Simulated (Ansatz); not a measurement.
# TaN: the cost of one run

Program: Ansatz 0.2.0. Level of theory: DFT LDA, scalar-relativistic, plane waves, PAW. These are calculated values, not measurements.

3 further runs of the same task are left out: 1 that didn't finish, 2 set aside as unsound or not needed.

**1. The structure to begin with**

It takes space group Fm-3m (No. 225, cubic). The conventional cell has a = 4.349 Å, b = 4.349 Å, c = 4.349 Å, α = 90.00°, β = 90.00°, γ = 90.00°. Ta (site symmetry m-3m) is surrounded by 6 N at 2.17 Å. Around N (site symmetry m-3m) lie 6 Ta at 2.17 Å.

Coordinates:

```cif
data_structure
_symmetry_space_group_name_H-M 'P 1'
_symmetry_Int_Tables_number 1
_cell_length_a 3.0749
_cell_length_b 3.0749
_cell_length_c 3.0749
_cell_angle_alpha 60.000
_cell_angle_beta 60.000
_cell_angle_gamma 60.000
_cell_volume 20.56
loop_
_atom_site_label
_atom_site_type_symbol
_atom_site_fract_x
_atom_site_fract_y
_atom_site_fract_z
_atom_site_occupancy
Ta1 Ta 0.50000 0.50000 0.50000 1
N1 N 0.00000 0.00000 0.00000 1
```

It is the result of an earlier relaxation at this level (volume 10.28 Å³/atom; gap on the mesh: none (metal)).

**2. The scan**

The energy is mapped over two normal modes frozen in (zone-centre modes of the cell shown).

- amplitude of mode 4 (424 cm⁻¹), largest displacement: 11 values from −0.245 to 0.245 Å
- amplitude of mode 6 (424 cm⁻¹), largest displacement: 11 values from −0.245 to 0.245 Å

Nothing else is relaxed (the cell and all other modes fixed). Energies count from the relaxed high-symmetry cell. Points are written as (first, second).

The modes come from a phonon run on the reference cell, made beforehand.

The patterns, per unit of each coordinate (Å):

| atom | x1 | y1 | z1 | x2 | y2 | z2 |
| --- | --- | --- | --- | --- | --- | --- |
| Ta1 | -0.077 | 0.000 | 0.000 | 0.000 | 0.000 | -0.077 |
| N2 | 1.000 | 0.000 | 0.000 | 0.000 | 0.000 | 1.000 |

**3. The run at (−0.245 Å, −0.245 Å)**

input.yaml

```yaml
crystal:
  lattice:
    - [0.0, 2.174269374, 2.174269374]
    - [2.174269374, 0.0, 2.174269374]
    - [2.174269374, 2.174269374, 0.0]
  atoms:
    - { symbol: Ta, position: [0.5, 0.508722568, 0.5] }
    - { symbol: "N", position: [0.0, -0.1126815301, 0.0] }
basis:
  ecutwfc: 520.0
kpoints:
  mp_grid: { grid: [18, 18, 18] }
hamiltonian:
  xc: lda
scf:
  occupations: { method: gaussian, width: 0.15 }
output:
  forces: true
  stress: true
  eigenvalues: true
```

On the command line:

```bash
ansatz run input.yaml --threads 1 --pin off --max-ram 2048MiB --backend cpu --events-out ev --progress --plain --runs-dir out
```

Q: Estimate wall time and peak memory on 1 thread of Intel Xeon 6975P-C (Granite Rapids), shared host.

About 12 s, with a peak of 0.7 GiB.
